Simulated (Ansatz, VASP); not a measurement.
# MgO: VASP beside Ansatz

Aim: how closely do two programs agree when they are given the same cell, functional and k mesh? The cell is taken from a series of VASP runs on this material, whose earlier steps may have relaxed, scaled or displaced it; both programs get it as it stands.

Main program and level: Ansatz 0.2.0; plane waves, with VASP 6.6.1 beside it; relaxation of cell and atoms at r2SCAN and relaxation of cell and atoms at r2SCAN with rVV10.

## Step 1: The structure

The structure is cubic, space group Fm-3m (No. 225). The conventional cell has a = 4.210 Å, b = 4.210 Å, c = 4.210 Å, α = 90.00°, β = 90.00°, γ = 90.00°. Nearest to Mg lie 6 O at 2.11 Å. Nearest to O lie 6 Mg at 2.11 Å. Farther neighbours and most contacts between anions are not listed.

## Step 2: Ansatz: relaxation of cell and atoms, r2SCAN

Ansatz runs on its default PAW (the set named soft_2) files.

The relaxed volume is the usual yardstick between codes: its relative difference is about their pressure difference at one cell divided by the bulk modulus.

input.yaml reads:

```yaml
crystal:
  lattice:
    - [0.0, 2.105205, 2.105205]
    - [2.105205, 0.0, 2.105205]
    - [2.105205, 2.105205, 0.0]
  atoms:
    - { symbol: Mg, position: [0.0, 0.0, 0.0] }
    - { symbol: O, position: [0.5, 0.5, 0.5] }
hamiltonian:
  xc: r2scan
  pseudopotentials: { kind: paw }
kpoints:
  mp_grid: { grid: [8, 8, 8] }
scf:
  occupations: { method: gaussian, width: 0.03 }
relax:
  f_tol: 0.01
  max_steps: 60
  cell: { stress_tol: 0.05 }
output:
  forces: true
  stress: true
```

Command:

```console
$ ansatz run input.yaml --threads 4 --pin off --max-ram 9216MiB --backend cpu --events-out ev --progress --plain --runs-dir out
```

Numbers of over 12 decimals in the logs are rounded to 6 here.

The log of the run:

```text
Engine: ansatz 0.2.0, aarch64-unknown-linux-gnu
Pseudopotentials: kind: paw
Pseudopotential: Mg, paw, valence charge 10, recommended cutoff 500 eV (meta_gga), Mg.paw.azcp
Pseudopotential: O, paw, valence charge 6, recommended cutoff 500 eV (meta_gga), O.paw.azcp
Functional definition: r2SCAN
  parameter k0 = 0.174
  parameter k1 = 0.065
  parameter a1 = 4.9479
  exchange = r2scan_x(k0 = k0, k1 = k1, a1 = a1)
  correlation = r2scan_c
Crystal: 2 atoms, lattice volume = 18.660 Å³
Basis set: ecut = 500 eV, 459 PW (Γ), exchange–correlation on 96×96×96 points (64 copies of the dense FFT grid, shifted against one another)
Bands: 12, of which v1, the nominal top of the filled ones, is band 8 counted from 1 (7 counted from 0)
Symmetry: 48 space group operations
Space group: Fm-3m (ITA 225), of the structure as read, at distance tolerance 2.7e-5 Å
k-points: 29 of 512
Non-local potential: Mg, projectors of the file, l = 0: 3, l = 1: 2, l = 2: 1
Non-local potential: O, projectors of the file, l = 0: 2, l = 1: 2, l = 2: 1
PAW form: soft (Blöchl's): semilocal exchange-correlation on the pseudo side does not see the compensation charge
PAW frozen core: Mg, regenerated for the run's functional (the file was generated under x = pbe(κ = 0.804, μ = 0.219515), c = pbe(β = 0.066725))
PAW frozen core: O, regenerated for the run's functional (the file was generated under x = pbe(κ = 0.804, μ = 0.219515), c = pbe(β = 0.066725))
PAW one-centre angular grid: Mg, 302 points (default); XC on 224 Gauss nodes
PAW one-centre angular grid: O, 302 points (default); XC on 160 Gauss nodes
Initial density: superposition of atomic densities (neutral atoms: chi_scale 0, normalization atom), corrected by the library's trained network
Initial wavefunctions: pseudopotential atomic-orbital guess
Functional: x = r2scan, c = r2scan; τ floored in thin density (d = 2e-4 eV/Å³)
SCF iter   1: F=—  HF=-2498.250899 eV  |F-HF|=—  |Δ(HF+E_count)|=         —  Δρ=9.91e-3  dr2=1.07e-2  dr2_τ=7.10e-2  ethr=1.77e-3  ⟨swp⟩=5.9  Hψ=2077  notcnv=0
preconditioner: auto → none  [insulator: Δε(μ)=5.562 eV  Ē_g=20.020 eV  σ=0.030 eV  W_gap=1.00  n_scr=8 (ndim 8)  ℏωp=24.3 eV  f_vac=0.000  D(μ)=0.00/eV (n_scr^D=0)  ε∞_Penn≈2.5]
SCF iter   2: F=—  HF=-2498.334775 eV  |F-HF|=—  |Δ(HF+E_count)|=   8.39e-2  Δρ=4.77e-3  dr2=1.61e-3  dr2_τ=2.57e-4  ethr=6.69e-5  ⟨swp⟩=2.9  Hψ=982  notcnv=0
SCF iter   3: F=—  HF=-2498.334842 eV  |F-HF|=—  |Δ(HF+E_count)|=   6.64e-5  Δρ=1.01e-3  dr2=1.14e-4  dr2_τ=1.75e-5  ethr=1.00e-5  ⟨swp⟩=3.0  Hψ=577  notcnv=0
SCF iter   4: F=—  HF=-2498.334833 eV  |F-HF|=—  |Δ(HF+E_count)|=   8.35e-6  Δρ=3.49e-4  dr2=1.53e-5  dr2_τ=2.17e-6  ethr=7.13e-7  ⟨swp⟩=2.0  Hψ=435  notcnv=0
SCF iter   5: F=—  HF=-2498.334829 eV  |F-HF|=—  |Δ(HF+E_count)|=   4.52e-6  Δρ=2.90e-5  dr2=6.19e-8  dr2_τ=2.17e-8  ethr=9.59e-8  ⟨swp⟩=2.0  Hψ=460  notcnv=0
SCF iter   6: F=-2498.334829 eV  HF=-2498.334829 eV  |F-HF|=9.91e-11  |Δ(HF+E_count)|=   1.12e-7  Δρ=9.48e-6  dr2=3.51e-9  dr2_τ=1.27e-9  ethr=3.87e-10  ⟨swp⟩=2.1  Hψ=1156  notcnv=0
SCF 1 converged in 6 iterations: F = -2498.334829 eV  dr2 = 3.51e-9
  greatest PAW one-centre occupation: 1.000 electrons in one spin orbital (limit 2), on the Mg atom at site 0 (counted from 0), in its partial waves of l = 0
relax step   1: F+E_penalty+E_count = -2498.33482895 eV  Δ(F+E_penalty+E_count) = +0.000e0 eV  max|allowed force component| = 1.195e-29 eV/Å  Δτ_max = 0.0000 Å  P = -0.703 GPa  Ω = 18.660 Å³  (6 SCF iters, dr2 threshold 1.00e-7 eV, accepted)
[...]
relax step   2: F+E_penalty+E_count = -2498.33496428 eV  Δ(F+E_penalty+E_count) = -1.353e-4 eV  max|allowed force component| = 4.865e-30 eV/Å  Δτ_max = 0.0000 Å  P = -0.400 GPa  Ω = 18.626 Å³  energy of the carried Pulay correction = +1.672e-5 eV  (3 SCF iters, dr2 threshold 2.00e-7 eV, accepted)
[...]
relax step   3: F+E_penalty+E_count = -2498.33504268 eV  Δ(F+E_penalty+E_count) = -7.839e-5 eV  max|allowed force component| = 6.311e-30 eV/Å  Δτ_max = 0.0000 Å  P = +0.002 GPa  Ω = 18.581 Å³  energy of the carried Pulay correction = +3.868e-5 eV  (3 SCF iters, dr2 threshold 2.00e-7 eV, accepted)
[...]
relax step   4: F+E_penalty+E_count = -2498.33498456 eV  Δ(F+E_penalty+E_count) = +5.812e-5 eV  max|allowed force component| = 1.906e-30 eV/Å  Δτ_max = 0.0000 Å  P = +0.004 GPa  Ω = 18.581 Å³  stress off target by 4.10e-3 GPa  SCF on the basis re-selected at this cell (its energy is not comparable with the rows above)  (4 SCF iters)
basis re-selected at this cell: Δ(F+E_penalty+E_count) = +5.812e-5 eV, ΔP = +0.002 GPa vs the last step (what re-selecting the basis moved, of the pressure what is left beyond the Pulay correction that the steps carried, after the strain that the cell walked since its last selection, with what the two solves' SCF thresholds leave and, on support functions, any second-order correction that the steps lacked; it is no m [...]
SCF converged after 4 iterations
Free energy (F): -2498.334985 eV
Harris-Foulkes:  -2498.334985 eV  (|F-HF|=2.73e-12)
Internal energy: -2498.334985 eV  (E = F + TS)
E sigma→0 (E₀):  -2498.334985 eV
Fermi energy:    10.627513 eV
--- Per-component energies (eV) ---
  E_band       = -311.242810
  E_kinetic    = 256.746471
  E_local      = -1601.570425  (includes V_loc(G=0)·N_el)
  E_nonlocal   = 142.538289
  E_hartree    = 554.995488
  E_xc         = -103.293355
  E_vxc        = -149.070142  (∫ρ·V_xc dr)
  E_paw        = -455.984107  (= ΣΔE_a)
  E_vpaw       = -79.516156  (= ΣTr[D̂ρ^β])
  E_aug_tail   = 0.001032  (compensation charges beyond the density's cutoff)
  E_vtau       = 9.637032  (kinetic-family band-sum trace: ∫τ·v_τ [+ j·A + Jᵃ·Aᵃ] dr)
  E_ewald      = -1291.710230
  E_core_change = -0.058149  (= ΣΔE_core)
  E_smearing   = -0.000000  (= −TS)
  E_closure    = 0.000000  (closes the sum)
  Σ components = -2498.334985   (vs F -2498.334985, Δ=0.00e0)
--- Forces (eV/Å), atoms counted from 1 ---
  atom   1  Mg    -0.00000000     0.00000000     0.00000000
  atom   2  O      0.00000000     0.00000000    -0.00000000
  max |Σ_I F_I| component: 3.25e-30 eV/Å
--- Stress (GPa, compression-positive) ---
        0.004103       0.000000      -0.000000
       -0.000000       0.004103      -0.000000
       -0.000000       0.000000       0.004103
  P = ⅓ Tr σ = 0.0041 GPa (0.041 kbar)
--- Relaxed structure (3 steps of the walk, 3 accepted, 1 SCFs on fresh bases) ---
  F+E_penalty+E_count = -2498.33498456 eV   max|allowed force component| = 1.906e-30 eV/Å   (the final SCF, on the basis selected at the relaxed cell)
  cell:  # Å, volume = 18.5805 Å³
    - [0, 2.102210, 2.102210]
    - [2.102210, 0, 2.102210]
    - [2.102210, 2.102210, 0]
  atoms:
    - { symbol: Mg, position: [0, 0, 0] }
    - { symbol: O, position: [0.5, 0.5, 0.5] }
```

Run time: 1.3 s. Hardware: 4 threads of Arm Neoverse V2, shared host; peak memory 0.33 GiB; 4 s of CPU time.

## Step 3: VASP: relaxation of cell and atoms, r2SCAN

The same cell, functional, mesh and smearing now go to VASP, with its own data sets and cutoff.

Lines of VASP's logs that name or quote its potential files are left out, and so is its time.

INCAR reads:

```
SYSTEM = MgO
PREC = Accurate
ENCUT = 520
EDIFF = 1E-07
NELM = 100
ISMEAR = 0
SIGMA = 0.03
LREAL = .FALSE.
ALGO = Normal
METAGGA = R2SCAN
LASPH = .TRUE.
NBANDS = 10
LORBIT = 11
LWAVE = .FALSE.
LCHARG = .FALSE.
KPAR = 2
IBRION = 2
NSW = 50
ISIF = 3
EDIFFG = -0.002
```

POSCAR reads:

```
MgO
1.0
    0.0000000000      2.1052050000      2.1052050000
    2.1052050000      0.0000000000      2.1052050000
    2.1052050000      2.1052050000      0.0000000000
Mg O
1 1
Direct
    0.0000000000      0.0000000000      0.0000000000
    0.5000000000      0.5000000000      0.5000000000
```

KPOINTS reads:

```
Automatic mesh
0
Gamma
8 8 8
0 0 0
```

PAW data sets: Mg and O (PBE family, release 64).

Command:

```console
$ mpirun -np 2 vasp_std
```

The log of the run:

```text
[banner, memory and clock lines left out]
running    2 mpi-ranks, on    1 nodes
 distrk:  each k-point on    1 cores,    2 groups
 distr:  one band on    1 cores,    1 groups

 POSCAR found type information on POSCAR MgO
 POSCAR found :  2 types and       2 ions
|                                                                             |
|               ----> ADVICE to this user running VASP <----                  |
|                                                                             |
|     You enforced a specific xc type in the INCAR file but a different       |
|     [... a line on the potential file left out ...]
|     I HOPE YOU KNOW WHAT YOU ARE DOING!                                     |
|                                                                             |

 LDA part: xc-table for (None), standard interpolation
 POSCAR, INCAR and KPOINTS ok, starting setup
 FFT: planning ... GRIDC
 FFT: planning ... GRID_SOFT
 FFT: planning ... GRID
 WAVECAR not read
 entering main loop
       N       E                     dE             d eps       ncg     rms          rms(c)
DAV:   1     0.538954904317E+01    0.53895E+01   -0.48199E+03   660   0.723E+02
DAV:   2    -0.194140094239E+02   -0.24804E+02   -0.24309E+02   642   0.143E+02
DAV:   3    -0.198452269616E+02   -0.43122E+00   -0.43097E+00   692   0.172E+01
DAV:   4    -0.198461550576E+02   -0.92810E-03   -0.92807E-03   632   0.910E-01
DAV:   5    -0.198461585689E+02   -0.35113E-05   -0.35113E-05   648   0.564E-02    0.682E+00
DAV:   6    -0.160818364962E+02    0.37643E+01   -0.56900E+00   596   0.140E+01    0.195E+00
DAV:   7    -0.161510133869E+02   -0.69177E-01   -0.22127E-01   632   0.366E+00    0.143E+00
DAV:   8    -0.161631711773E+02   -0.12158E-01   -0.55717E-02   582   0.256E+00    0.475E-01
DAV:   9    -0.161604702058E+02    0.27010E-02   -0.86044E-03   616   0.664E-01    0.131E-01
DAV:  10    -0.161604195482E+02    0.50658E-04   -0.91260E-04   628   0.232E-01    0.209E-02
DAV:  11    -0.161604368316E+02   -0.17283E-04   -0.80001E-06   624   0.301E-02    0.618E-03
DAV:  12    -0.161604380413E+02   -0.12097E-05   -0.39583E-07   652   0.489E-03    0.308E-03
DAV:  13    -0.161604379222E+02    0.11910E-06   -0.72084E-07   600   0.606E-03    0.113E-04
DAV:  14    -0.161604376754E+02    0.24677E-06   -0.26543E-09   318   0.556E-04    0.922E-05
DAV:  15    -0.161604376110E+02    0.64476E-07   -0.58810E-10   310   0.165E-04
   1 F= -.16160438E+02 E0= -.16160438E+02  d E =-.161604E+02
 curvature:   0.00 expect dE= 0.000E+00 dE for cont linesearch  0.000E+00
 trial: gam= 0.00000 g(F)=  0.762E-62 g(S)=  0.337E-02 ort = 0.000E+00 (trialstep = 0.100E+01)
 search vector abs. value=  0.337E-02
 bond charge predicted
       N       E                     dE             d eps       ncg     rms          rms(c)
DAV:   1    -0.161744401432E+02   -0.14002E-01   -0.25977E-01   604   0.451E+00    0.831E-01
DAV:   2    -0.161617673808E+02    0.12673E-01   -0.67863E-02   602   0.167E+00    0.106E-01
DAV:   3    -0.161614975507E+02    0.26983E-03   -0.10244E-03   598   0.309E-01    0.453E-02
DAV:   4    -0.161614474015E+02    0.50149E-04   -0.88392E-05   590   0.722E-02    0.181E-02
DAV:   5    -0.161614453573E+02    0.20442E-05   -0.13698E-05   618   0.246E-02    0.201E-03
DAV:   6    -0.161614436512E+02    0.17061E-05   -0.53818E-07   592   0.646E-03    0.110E-03
DAV:   7    -0.161614435848E+02    0.66361E-07   -0.12138E-07   312   0.223E-03
   2 F= -.16161444E+02 E0= -.16161444E+02  d E =-.100597E-02
 trial-energy change:   -0.001006  1 .order   -0.000981   -0.003368    0.001407
 step:   0.7119(harm=  0.7054)  dis= 0.00000  next Energy=   -16.161646 (dE=-0.121E-02)
 bond charge predicted
       N       E                     dE             d eps       ncg     rms          rms(c)
DAV:   1    -0.161627209689E+02   -0.12773E-02   -0.21517E-02   600   0.129E+00    0.240E-01
DAV:   2    -0.161616529218E+02    0.10680E-02   -0.56800E-03   606   0.483E-01    0.298E-02
DAV:   3    -0.161616487881E+02    0.41337E-05   -0.82305E-05   600   0.875E-02    0.128E-02
DAV:   4    -0.161616461421E+02    0.26460E-05   -0.73541E-06   594   0.209E-02    0.519E-03
DAV:   5    -0.161616453990E+02    0.74316E-06   -0.11592E-06   596   0.712E-03    0.577E-04
DAV:   6    -0.161616459045E+02   -0.50552E-06   -0.40905E-08   302   0.182E-03    0.299E-04
DAV:   7    -0.161616459083E+02   -0.37754E-08   -0.90542E-09   302   0.599E-04
   3 F= -.16161646E+02 E0= -.16161646E+02  d E =-.120830E-02
 curvature:  -0.35 expect dE=-0.906E-08 dE for cont linesearch -0.906E-08
 trial: gam= 0.00000 g(F)=  0.229E-66 g(S)=  0.257E-07 ort =-0.930E-05 (trialstep = 0.942E+00)
 search vector abs. value=  0.258E-07
 reached required accuracy - stopping structural energy minimisation
```

OUTCAR, selected parts (step 3):

```text
ion  position               nearest neighbor table
   1  0.000  0.000  0.000-   2 2.11   2 2.11   2 2.11   2 2.11   2 2.11   2 2.11
   2  0.500  0.500  0.500-   1 2.11   1 2.11   1 2.11   1 2.11   1 2.11   1 2.11

  LATTYP: Found a face centered cubic cell.
 ALAT       =     4.2104100000

 Subroutine GETGRP returns: Found 48 space group operations
 (whereof 48 operations were pure point group operations)

The static configuration has the point symmetry O_h .

 Found     29 irreducible k-points:

   k-points           NKPTS =     29   k-points in BZ     NKDIM =     29   number of bands    NBANDS=     10

   dimension x,y,z NGX =    24 NGY =   24 NGZ =   24
   dimension x,y,z NGXF=    48 NGYF=   48 NGZF=   48

   ENCUT  =  520.0 eV  38.22 Ry    6.18 a.u.   5.54  5.54  5.54*2*pi/ulx,y,z

   NELECT =       8.0000    total number of electrons

 k-points in reciprocal lattice and weights: Automatic mesh
   0.00000000  0.00000000  0.00000000       0.002
   0.12500000  0.00000000  0.00000000       0.016
   0.25000000  0.00000000  0.00000000       0.016
   0.37500000  0.00000000  0.00000000       0.016
   0.50000000  0.00000000  0.00000000       0.008
   0.12500000  0.12500000  0.00000000       0.012
   0.25000000  0.12500000  0.00000000       0.047
   0.37500000  0.12500000  0.00000000       0.047
   0.50000000  0.12500000  0.00000000       0.047
[...]
-0.37500000  0.50000000  0.12500000       0.023
  -0.25000000  0.50000000  0.25000000       0.012

 average (electrostatic) potential at core
       1 -38.1569       2 -73.1956

 E-fermi :   3.1100

 k-point     1 :       0.0000    0.0000    0.0000
  band No.  band energies     occupation
      1     -15.3972      2.00000
      2       2.8667      2.00000
      3       2.8667      2.00000
      4       2.8667      2.00000
      5       8.5963      0.00000
      6      19.7728      0.00000
      7      19.7728      0.00000
      8      19.7728      0.00000
      9      23.9536      0.00000
    ...

 k-point     2 :       0.1250    0.0000    0.0000
  band No.  band energies     occupation
      1     -15.2331      2.00000
      2       1.9347      2.00000
      3       2.7585      2.00000
      4       2.7585      2.00000
      5       9.4969      0.00000
      6      18.0969      0.00000
      7      20.1584      0.00000
      8      20.1584      0.00000
      9      24.7947      0.00000
    ...

 k-point     3 :       0.2500    0.0000    0.0000
  band No.  band energies     occupation
      1     -14.8090      2.00000
      2       0.2060      2.00000
      3       2.5090      2.00000
      4       2.5090      2.00000
      5      10.9703      0.00000
      6      16.5820      0.00000
      7      20.7196      0.00000
      8      20.7196      0.00000
      9      24.4093      0.00000
    ...

  Total        0.0005959      0.0005959      0.0005959      0.0000000      0.0000000      0.0000000
  in kB        0.0517367      0.0517367      0.0517367      0.0000000      0.0000000      0.0000000
  external PRESSURE =       0.0517367 kB  Pullay stress =       0.0000000 kB

  energy-cutoff  :      520.00
  volume of cell :       18.45
      direct lattice vectors                 reciprocal lattice vectors
     0.000000000  2.097406014  2.097406014    -0.238389705  0.238389705  0.238389705
     2.097406014 -0.000000000  2.097406014     0.238389705 -0.238389705  0.238389705
     2.097406014  2.097406014  0.000000000     0.238389705  0.238389705 -0.238389705

 POSITION                                       TOTAL-FORCE (eV/Angst)
 -----------------------------------------------------------------------------------
      0.00000      0.00000      0.00000         0.000000      0.000000     -0.000000
      2.09741      2.09741      2.09741         0.000000     -0.000000      0.000000
 -----------------------------------------------------------------------------------
    total drift:                               -0.000000     -0.000000      0.000000

  FREE ENERGIE OF THE ION-ELECTRON SYSTEM (eV)
  ---------------------------------------------------
  free  energy   TOTEN  =       -16.1616459083 eV

  energy  without entropy=      -16.1616459083  energy(sigma->0) =      -16.16164591

 reached required accuracy - stopping structural energy minimisation

 total charge
# of ion       s       p       d       tot
------------------------------------------
    1        0.141   0.178   0.076   0.395
    2        1.545   3.595   0.000   5.140
--------------------------------------------------
tot          1.687   3.773   0.076   5.535

[... 3 further parts left out ...]
```

## Step 4: Side by side

Known differences besides the potentials themselves: VASP keeps PBE cores, Ansatz makes them for the functional; both relaxations stop at a tolerance, which leaves soft axes loose, and VASP keeps its plane-wave basis; the data sets hold 16 valence electrons in Ansatz (default PAW (the set named soft_2) files) and 8 in VASP; the cutoff is 500 eV in Ansatz and 520 eV in VASP; Ansatz adds a Pulay correction to the stress that steers its cell, VASP none. Total energies have different zeros and are not compared.

The two programs side by side:

| quantity | Ansatz | VASP | difference |
| --- | --- | --- | --- |
| volume (Å³) | 18.58 | 18.45 | +0.69 % |
| edge a after relaxation, in the typed setting (Å) | 2.973 | 2.966 | +0.23 % |

The walks stopped with 0.00 GPa left in Ansatz and 0.01 GPa in VASP; each walk ends within a tolerance, so the volume difference is uncertain by about these residues over the bulk modulus, most in soft cells.

(Continued in part 2 of 2.)

[Lines on the potential files, build, host, timing and source positions are cut from VASP's logs without a mark.]

[Logs are printed without paths, hosts, clocks, repeated set-up lines and the standing remarks that a program may print on its own settings, such as how far it seeks lower states.]

[Hosts, paths, dates, database ids (printed as entryN), source tags and the programs' standing remarks are cut or masked in the printed files.]
